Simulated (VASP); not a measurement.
# Vibrations of SiC (Moissanite 3C) at several levels of theory, part 2 of 3

How much do the zone-centre frequencies of SiC (Moissanite 3C) depend on the functional? The starting structure is a measured crystal structure from the Crystallography Open Database.

VASP 6.6.1.

Results so far: LDA T2 796.1 cm⁻¹.

### 3. Modes with LDA at the measured cell

Level of this step: LDA; plane waves and PAW (Si, C) (VASP).

A relaxation of the atoms in the fixed cell, not shown, had nothing to move.

Contents of INCAR:

```
SYSTEM = SiC
PREC = Accurate
ENCUT = 520
EDIFF = 1E-08
NELM = 100
ISMEAR = 0
SIGMA = 0.03
LREAL = .FALSE.
ALGO = Normal
GGA = CA
NBANDS = 10
LORBIT = 11
LWAVE = .FALSE.
LCHARG = .FALSE.
KPAR = 8
IBRION = 8
LEPSILON = .TRUE.
LPEAD = .TRUE.
ISIF = 2
```

Contents of POSCAR:

```
SiC
1.0
    0.0000000000      2.1790000000      2.1790000000
    2.1790000000      0.0000000000      2.1790000000
    2.1790000000      2.1790000000      0.0000000000
Si C
1 1
Direct
    0.0000000000      0.0000000000      0.0000000000
    0.7500000000      0.7500000000      0.7500000000
```

Contents of KPOINTS:

```
Automatic mesh
0
Gamma
12 12 12
0 0 0
```

Potentials, in the order of the species: Si and C (LDA family, release 64).

Command:

```bash
$ mpirun -np 8 vasp_std
```

Log:

```text
[banner, memory and clock lines left out]
running    8 mpi-ranks, on    1 nodes
[...]
[... a notice as in an earlier step ...]

 LDA part: xc-table for (Slater(with rela. corr.)+CA(PZ))
 , standard interpolation
 POSCAR, INCAR and KPOINTS ok, starting setup
[...]
entering main loop
       N       E                     dE             d eps       ncg     rms          rms(c)
DAV:   1     0.225521999176E+01    0.22552E+01   -0.39597E+03  1512   0.665E+02
DAV:   2    -0.180825308786E+02   -0.20338E+02   -0.19277E+02  1910   0.113E+02
DAV:   3    -0.186697615973E+02   -0.58723E+00   -0.58657E+00  1704   0.169E+01
DAV:   4    -0.186723593001E+02   -0.25977E-02   -0.25975E-02  1668   0.145E+00
[...]
DAV:  11    -0.166380728752E+02   -0.24352E-06   -0.37264E-06  1710   0.127E-02    0.126E-02
DAV:  12    -0.166380726487E+02    0.22648E-06   -0.66154E-07  1508   0.426E-03    0.685E-04
DAV:  13    -0.166380726523E+02   -0.36509E-08   -0.27680E-08  1584   0.109E-03
   1 F= -.16638073E+02 E0= -.16638073E+02  d E =-.157184E-13
[...]
RMM:  10    -0.142474644110E-01    0.94166E-08    0.11914E-08  8899   0.356E-06    0.978E-07
 first order change of Fermi-energy   0.35404E-04
 force on displaced ion       1 direction 1 : -18.819  -0.000  -0.000
 Born effective charge ion    1 direction 1 :   2.699   0.000   0.000
 Linear response progress:
  Degree of freedom:   2/  2
       N       E                     dE             d eps       ncg     rms          rms(c)
RMM:   1    -0.125843744884E+00   -0.12584E+00    0.55805E-02 12267   0.208E+00
RMM:   2    -0.122818305742E+00    0.30254E-02   -0.26149E-03  8563   0.407E-01    0.203E-01
RMM:   3    -0.122857450418E+00   -0.39145E-04   -0.75999E-04  8398   0.170E-01    0.100E-01
RMM:   4    -0.123878704115E+00   -0.10213E-02   -0.58423E-04  8450   0.142E-01    0.185E-02
[...]
RMM:   9    -0.123857567150E+00    0.59312E-07    0.17240E-08  9746   0.268E-05    0.345E-06
RMM:  10    -0.123857587047E+00   -0.19897E-07    0.25324E-08  9443   0.611E-06    0.188E-06
RMM:  11    -0.123857586035E+00    0.10127E-08    0.33038E-08  7447   0.356E-06    0.166E-07
 first order change of Fermi-energy   0.88296E-04
 force on displaced ion       2 direction 1 : -18.817  -0.000  -0.000
 Born effective charge ion    2 direction 1 :  -2.701   0.000   0.000
 Born effective charges drift removed
 Linear response finished
```

Wall time 22 s (8 MPI ranks of Intel Xeon 6975P-C (Granite Rapids), shared host); peak memory 2.5 GiB.

OUTCAR, selected parts (step 3):

```text
  Total       -0.5208986     -0.5208986     -0.5208986      0.0000000     -0.0000000      0.0000000
  in kB      -40.3331442    -40.3331442    -40.3331442      0.0000000     -0.0000000      0.0000000
  external PRESSURE =     -40.3331442 kB  Pullay stress =       0.0000000 kB

 POSITION                                       TOTAL-FORCE (eV/Angst)
 -----------------------------------------------------------------------------------
      0.00000      0.00000      0.00000        -0.000000     -0.000000     -0.000000
      3.26850      3.26850      3.26850         0.000000      0.000000      0.000000
 -----------------------------------------------------------------------------------
    total drift:                               -0.000000     -0.000000     -0.000000

 MACROSCOPIC STATIC DIELECTRIC TENSOR (including local field effects in DFT)
 ------------------------------------------------------
           6.981066     0.000000     0.000000
           0.000000     6.981066     0.000000
          -0.000000     0.000000     6.981066
 ------------------------------------------------------

 MACROSCOPIC STATIC DIELECTRIC TENSOR IONIC CONTRIBUTION
 ------------------------------------------------------
           3.388632    -0.000000    -0.000000
          -0.000000     3.388632     0.000000
          -0.000000     0.000000     3.388632
 ------------------------------------------------------

[... 1 part as in an earlier step ...]

[... 1 further part left out ...]
```

The log as kept lacks single lines of electronic cycles.

With LDA at the measured cell the mode is T2 779.9 cm⁻¹, -16.2 cm⁻¹ from LDA.

### 4. Modes with PBEsol

PBEsol restores the gradient expansion of exchange and is tuned for the cells of solids. The cell comes from a relaxation at this level, not shown (20.71 Å³).

INCAR: that of step 3 with these lines changed.

```diff
@@ -9,3 +9,3 @@
 ALGO = Normal
-GGA = CA
+GGA = PS
 NBANDS = 10
```

Contents of POSCAR:

```
SiC
1.0
    0.0000000000      2.1795354605      2.1795354605
    2.1795354605      0.0000000000      2.1795354605
    2.1795354605      2.1795354605      0.0000000000
Si C
1 1
Direct
    0.0000000000      0.0000000000      0.0000000000
    0.7500000000      0.7500000000      0.7500000000
```

KPOINTS is that of step 3.

The projector-augmented-wave data sets are Si and C (PBE family, release 64).

Command:

```bash
$ mpirun -np 8 vasp_std
```

Log:

```text
[banner, memory and clock lines left out]
running    8 mpi-ranks, on    1 nodes
[...]
[... a notice as in an earlier step ...]

|                                                                             |
|               ----> ADVICE to this user running VASP <----                  |
|                                                                             |
|     You enforced a specific xc type in the INCAR file but a different       |
|     [... a line on the potential file left out ...]
|     I HOPE YOU KNOW WHAT YOU ARE DOING!                                     |
|                                                                             |

 LDA part: xc-table for (Slater+PW92), standard interpolation
 POSCAR, INCAR and KPOINTS ok, starting setup
[...]
entering main loop
       N       E                     dE             d eps       ncg     rms          rms(c)
DAV:   1     0.408643376353E+01    0.40864E+01   -0.39936E+03  1480   0.673E+02
DAV:   2    -0.170344941239E+02   -0.21121E+02   -0.19919E+02  1942   0.113E+02
[...]
RMM:   8    -0.138047079085E-01   -0.83667E-08   -0.13036E-08  9434   0.499E-05    0.165E-05
 first order change of Fermi-energy   0.28432E-04
 force on displaced ion       1 direction 1 : -19.161   0.000   0.000
 Born effective charge ion    1 direction 1 :   2.702   0.000   0.000
 Linear response progress:
  Degree of freedom:   2/  2
       N       E                     dE             d eps       ncg     rms          rms(c)
RMM:   1    -0.125622324408E+00   -0.12562E+00    0.63811E-02 12357   0.204E+00
RMM:   2    -0.123310606954E+00    0.23117E-02   -0.24007E-03  8564   0.389E-01    0.194E-01
RMM:   3    -0.123431014114E+00   -0.12041E-03   -0.69314E-04  8387   0.162E-01    0.968E-02
RMM:   4    -0.124456268409E+00   -0.10253E-02   -0.53456E-04  8406   0.137E-01    0.188E-02
[...]
RMM:   8    -0.124438732890E+00   -0.60739E-06    0.22263E-09  9357   0.901E-05    0.282E-05
RMM:   9    -0.124438673273E+00    0.59617E-07    0.10016E-08  9651   0.326E-05    0.308E-06
RMM:  10    -0.124438678561E+00   -0.52888E-08   -0.37973E-09  9194   0.514E-06    0.201E-06
 first order change of Fermi-energy   0.10322E-03
 force on displaced ion       2 direction 1 : -19.160  -0.000  -0.000
 Born effective charge ion    2 direction 1 :  -2.704   0.000   0.000
 Born effective charges drift removed
 Linear response finished
```

Wall time 23 s (8 MPI ranks); peak memory 2.6 GiB.

Parts of OUTCAR (step 4):

```text
  Total        0.0009232      0.0009232      0.0009232     -0.0000000     -0.0000000      0.0000000
  in kB        0.0714340      0.0714340      0.0714340     -0.0000000     -0.0000000      0.0000000
  external PRESSURE =       0.0714340 kB  Pullay stress =       0.0000000 kB

 POSITION                                       TOTAL-FORCE (eV/Angst)
 -----------------------------------------------------------------------------------
      0.00000      0.00000      0.00000        -0.000000     -0.000000      0.000000
      3.26930      3.26930      3.26930         0.000000      0.000000     -0.000000
 -----------------------------------------------------------------------------------
    total drift:                               -0.000000     -0.000000     -0.000000

 MACROSCOPIC STATIC DIELECTRIC TENSOR (including local field effects in DFT)
 ------------------------------------------------------
           7.054525    -0.000000     0.000000
           0.000000     7.054525    -0.000000
          -0.000000     0.000000     7.054525
 ------------------------------------------------------

 MACROSCOPIC STATIC DIELECTRIC TENSOR IONIC CONTRIBUTION
 ------------------------------------------------------
           3.334220    -0.000000    -0.000000
          -0.000000     3.334220    -0.000000
          -0.000000    -0.000000     3.334220
 ------------------------------------------------------

[... 1 part as in an earlier step ...]

[... 1 further part left out ...]
```

With PBEsol the mode is T2 787.0 cm⁻¹, -9.1 cm⁻¹ from LDA.

### 5. Modes with PBE

PBE, the usual starting point, adds the gradient of the density. The cell comes from a relaxation at this level, not shown (21.00 Å³).

INCAR: that of step 4 with these lines changed.

```diff
@@ -9,3 +9,3 @@
 ALGO = Normal
-GGA = PS
+GGA = PE
 NBANDS = 10
```

Contents of POSCAR:

```
SiC
1.0
    0.0000000000      2.1897016012      2.1897016012
    2.1897016012      0.0000000000      2.1897016012
    2.1897016012      2.1897016012      0.0000000000
Si C
1 1
Direct
    0.0000000000      0.0000000000      0.0000000000
    0.7500000000      0.7500000000      0.7500000000
```

KPOINTS is that of step 4.

Command:

```bash
$ mpirun -np 8 vasp_std
```

Log:

```text
[banner, memory and clock lines left out]
running    8 mpi-ranks, on    1 nodes
[...]
[... a notice as in an earlier step ...]

 LDA part: xc-table for (Slater+PW92), standard interpolation
 POSCAR, INCAR and KPOINTS ok, starting setup
[...]
entering main loop
       N       E                     dE             d eps       ncg     rms          rms(c)
DAV:   1     0.383758055460E+01    0.38376E+01   -0.39757E+03  1488   0.675E+02
DAV:   2    -0.162245173245E+02   -0.20062E+02   -0.19160E+02  1856   0.109E+02
DAV:   3    -0.168725465509E+02   -0.64803E+00   -0.64684E+00  1706   0.178E+01
DAV:   4    -0.168752405432E+02   -0.26940E-02   -0.26938E-02  1662   0.144E+00
[...]
DAV:  13    -0.150609615270E+02   -0.41653E-07   -0.79517E-08  1600   0.216E-03    0.107E-03
DAV:  14    -0.150609615111E+02    0.15899E-07   -0.60558E-09  1032   0.562E-04    0.347E-04
DAV:  15    -0.150609615125E+02   -0.14915E-08   -0.71505E-10   744   0.203E-04
   1 F= -.15060962E+02 E0= -.15060962E+02  d E =-.410370E-16
[...]
RMM:  11    -0.138546452126E-01   -0.30577E-10    0.40501E-09  6979   0.123E-06    0.200E-07
 first order change of Fermi-energy   0.35294E-04
 force on displaced ion       1 direction 1 : -18.576   0.000   0.000
 Born effective charge ion    1 direction 1 :   2.689   0.000   0.000
 Linear response progress:
  Degree of freedom:   2/  2
       N       E                     dE             d eps       ncg     rms          rms(c)
RMM:   1    -0.125651061112E+00   -0.12565E+00    0.68142E-02 12331   0.206E+00
RMM:   2    -0.123326872790E+00    0.23242E-02   -0.24267E-03  8570   0.392E-01    0.194E-01
RMM:   3    -0.123529449645E+00   -0.20258E-03   -0.67671E-04  8350   0.163E-01    0.970E-02
RMM:   4    -0.124641160430E+00   -0.11117E-02   -0.53223E-04  8331   0.139E-01    0.198E-02
[...]
RMM:  10    -0.124634340496E+00    0.20353E-07   -0.32776E-09  9850   0.718E-06    0.327E-06
RMM:  11    -0.124634352236E+00   -0.11740E-07   -0.29669E-09  8329   0.602E-06    0.261E-07
RMM:  12    -0.124634350922E+00    0.13142E-08    0.18535E-10  5979   0.156E-06    0.970E-08
 first order change of Fermi-energy   0.11661E-03
 force on displaced ion       2 direction 1 : -18.579   0.000   0.000
 Born effective charge ion    2 direction 1 :  -2.690   0.000   0.000
 Born effective charges drift removed
 Linear response finished
```

It took 27 s on 8 MPI ranks; peak memory 2.5 GiB.

OUTCAR, selected parts (step 5):

```text
  Total       -0.0003802     -0.0003802     -0.0003802     -0.0000000     -0.0000000     -0.0000000
  in kB       -0.0290120     -0.0290120     -0.0290120     -0.0000000     -0.0000000     -0.0000000
  external PRESSURE =      -0.0290120 kB  Pullay stress =       0.0000000 kB

 POSITION                                       TOTAL-FORCE (eV/Angst)
 -----------------------------------------------------------------------------------
      0.00000      0.00000      0.00000        -0.000000     -0.000000     -0.000000
      3.28455      3.28455      3.28455         0.000000      0.000000      0.000000
 -----------------------------------------------------------------------------------
    total drift:                               -0.000000     -0.000000     -0.000000

 MACROSCOPIC STATIC DIELECTRIC TENSOR (including local field effects in DFT)
 ------------------------------------------------------
           6.994414     0.000000     0.000000
          -0.000000     6.994414     0.000000
          -0.000000    -0.000000     6.994414
 ------------------------------------------------------

 MACROSCOPIC STATIC DIELECTRIC TENSOR IONIC CONTRIBUTION
 ------------------------------------------------------
           3.356796     0.000000    -0.000000
           0.000000     3.356796    -0.000000
          -0.000000    -0.000000     3.356796
 ------------------------------------------------------

[... 1 part as in an earlier step ...]

[... 1 further part left out ...]
```

With PBE the mode is T2 774.9 cm⁻¹, -21.2 cm⁻¹ from LDA.

### 6. Modes with PBEsol + D3(BJ)

D3 with Becke-Johnson damping keeps a finite attraction at short range. The cell comes from a relaxation at this level, not shown (20.35 Å³).

Contents of INCAR:

```
SYSTEM = SiC
PREC = Accurate
ENCUT = 520
EDIFF = 1E-08
NELM = 100
ISMEAR = 0
SIGMA = 0.03
LREAL = .FALSE.
ALGO = Normal
GGA = PS
IVDW = 12
NBANDS = 10
LORBIT = 11
LWAVE = .FALSE.
LCHARG = .FALSE.
KPAR = 8
IBRION = 6
NFREE = 2
POTIM = 0.015
NSW = 1
ISIF = 2
```

Contents of POSCAR:

```
SiC
1.0
    0.0000000000      2.1670920554      2.1670920554
    2.1670920554      0.0000000000      2.1670920554
    2.1670920554      2.1670920554      0.0000000000
Si C
1 1
Direct
    0.0000000000      0.0000000000      0.0000000000
    0.7500000000      0.7500000000      0.7500000000
```

KPOINTS is that of step 5.

Command:

```bash
$ mpirun -np 8 vasp_std
```

Log:

```text
[banner, memory and clock lines left out]
running    8 mpi-ranks, on    1 nodes
[...]
[... a notice as in an earlier step ...]

 [... a notice as in an earlier step ...]

 LDA part: xc-table for (Slater+PW92), standard interpolation
 POSCAR, INCAR and KPOINTS ok, starting setup
[...]
entering main loop
       N       E                     dE             d eps       ncg     rms          rms(c)
DAV:   1     0.382579437384E+01    0.38258E+01   -0.40264E+03  1464   0.676E+02
DAV:   2    -0.170513084308E+02   -0.20877E+02   -0.20062E+02  1870   0.111E+02
DAV:   3    -0.177518838127E+02   -0.70058E+00   -0.69933E+00  1698   0.182E+01
DAV:   4    -0.177547940289E+02   -0.29102E-02   -0.29099E-02  1662   0.147E+00
[...]
DAV:  12    -0.159107724793E+02   -0.23977E-06   -0.48503E-07  1560   0.475E-03    0.521E-04
DAV:  13    -0.159107725092E+02   -0.29898E-07   -0.13933E-08  1436   0.873E-04    0.774E-04
DAV:  14    -0.159107725124E+02   -0.32411E-08   -0.23590E-09   768   0.328E-04
   1 F= -.16402440E+02 E0= -.16402440E+02  d E =-.351892E-11
[... from here on, the cycles between the ionic steps are left out ...]
   2 F= -.16400201E+02 E0= -.16400201E+02  d E =-.615833E-19
   3 F= -.16400201E+02 E0= -.16400201E+02  d E =-.621562E-19
   4 F= -.16400201E+02 E0= -.16400201E+02  d E =-.622064E-19
   5 F= -.16400201E+02 E0= -.16400201E+02  d E =-.612603E-19
 Finite differences progress:
  Degree of freedom:   2/  2
  Displacement:        2/  2
  Total:               4/  4
```

Run time: 9.2 s. Hardware: 8 MPI ranks; peak memory 1.8 GiB; 69 s of CPU time.

Parts of OUTCAR (step 6):

```text
 Edisp (eV)   -0.49167

 Edisp (eV)   -0.49167

  Total       0.00012     0.00600     0.00600     0.00000    -0.14261     0.00000
  in kB       0.00928     0.47214     0.47214     0.00000   -11.22523     0.00000
  external pressure =        0.32 kB  Pullay stress =        0.00 kB

 POSITION                                       TOTAL-FORCE (eV/Angst)
 -----------------------------------------------------------------------------------
      0.00000      0.00000      0.00000        -0.298565      0.000000      0.000000
      3.23564      3.25064      3.25064         0.298565      0.000000      0.000000
 -----------------------------------------------------------------------------------
    total drift:                                0.000104     -0.000000     -0.000000

  FREE ENERGIE OF THE ION-ELECTRON SYSTEM (eV)
  ---------------------------------------------------
  free  energy   TOTEN  =       -16.4002009416 eV

  energy  without entropy=      -16.4002009416  energy(sigma->0) =      -16.40020094

[... 1 part as in an earlier step ...]

[... 2 further parts left out ...]
[key lines of the parts left out:]
E-fermi :   8.4840
```

The last energy, forces and stress in OUTCAR belong to the last displaced cell, not to that of POSCAR.

With PBEsol + D3(BJ) the mode is T2 802.1 cm⁻¹, +6.0 cm⁻¹ from LDA.

### 7. Modes with r2SCAN

r2SCAN adds the kinetic-energy density, costs more than a GGA and is run with LASPH. The cell comes from a relaxation at this level, not shown (20.65 Å³).

INCAR: that of step 6 with these lines changed.

```diff
@@ -9,4 +9,4 @@
 ALGO = Normal
-GGA = PS
-IVDW = 12
+METAGGA = R2SCAN
+LASPH = .TRUE.
 NBANDS = 10
```

Contents of POSCAR:

```
SiC
1.0
    0.0000000000      2.1775659220      2.1775659220
    2.1775659220      0.0000000000      2.1775659220
    2.1775659220      2.1775659220      0.0000000000
Si C
1 1
Direct
    0.0000000000      0.0000000000      0.0000000000
    0.7500000000      0.7500000000      0.7500000000
```

KPOINTS is that of step 6.

Command:

```bash
$ mpirun -np 8 vasp_std
```

Log:

```text
[banner, memory and clock lines left out]
running    8 mpi-ranks, on    1 nodes
[...]
[... a notice as in an earlier step ...]

 [... a notice as in an earlier step ...]

 LDA part: xc-table for (None), standard interpolation
 POSCAR, INCAR and KPOINTS ok, starting setup
[...]
entering main loop
       N       E                     dE             d eps       ncg     rms          rms(c)
DAV:   1    -0.191471172780E+00   -0.19147E+00   -0.42405E+03  1488   0.695E+02
DAV:   2    -0.216319163190E+02   -0.21440E+02   -0.20282E+02  1850   0.114E+02
DAV:   3    -0.223257044525E+02   -0.69379E+00   -0.69225E+00  1718   0.182E+01
DAV:   4    -0.223284477619E+02   -0.27433E-02   -0.27431E-02  1606   0.141E+00
[...]
DAV:  11    -0.193270643127E+02    0.81070E-06   -0.80234E-07  1866   0.716E-03    0.461E-03
DAV:  12    -0.193270645191E+02   -0.20637E-06   -0.12591E-07  1548   0.352E-03    0.244E-04
DAV:  13    -0.193270645137E+02    0.54094E-08   -0.17918E-09   938   0.349E-04
   1 F= -.19327065E+02 E0= -.19327065E+02  d E =-.630021E-11
[... from here on, the cycles between the ionic steps are left out ...]
   2 F= -.19324848E+02 E0= -.19324848E+02  d E =-.198775E-17
   3 F= -.19324848E+02 E0= -.19324848E+02  d E =-.198752E-17
   4 F= -.19324847E+02 E0= -.19324847E+02  d E =-.199758E-17
   5 F= -.19324847E+02 E0= -.19324847E+02  d E =-.199284E-17
 Finite differences progress:
  Degree of freedom:   2/  2
  Displacement:        2/  2
  Total:               4/  4
```

Run time: 30 s. Hardware: 8 MPI ranks; peak memory 1.7 GiB.

OUTCAR, selected parts (step 7):

```text
  Total        0.0002372      0.0056324      0.0056324      0.0000000     -0.1143845      0.0000000
  in kB        0.0184037      0.4369766      0.4369766      0.0000000     -8.8742966      0.0000000
  external PRESSURE =       0.2974523 kB  Pullay stress =       0.0000000 kB

 POSITION                                       TOTAL-FORCE (eV/Angst)
 -----------------------------------------------------------------------------------
      0.00000      0.00000      0.00000        -0.295699      0.000000      0.000000
      3.25135      3.26635      3.26635         0.295699      0.000000      0.000000
 -----------------------------------------------------------------------------------
    total drift:                                0.000123      0.000001      0.000001

  FREE ENERGIE OF THE ION-ELECTRON SYSTEM (eV)
  ---------------------------------------------------
  free  energy   TOTEN  =       -19.3248473078 eV

  energy  without entropy=      -19.3248473078  energy(sigma->0) =      -19.32484731

[... 1 part as in an earlier step ...]

[... 2 further parts left out ...]
[key lines of the parts left out:]
E-fermi :   8.2410
```

With r2SCAN the mode is T2 798.2 cm⁻¹, +2.1 cm⁻¹ from LDA.

(Part 2 of 3 ends here.)

[Lines on the potential files, build, host, timing and source positions are cut from VASP's logs without a mark.]

[Logs are printed without paths, hosts, clocks, repeated set-up lines and the standing remarks that a program may print on its own settings, such as how far it seeks lower states.]

[Hosts, paths, dates, database ids (printed as entryN), source tags and the programs' standing remarks are cut or masked in the printed files.]
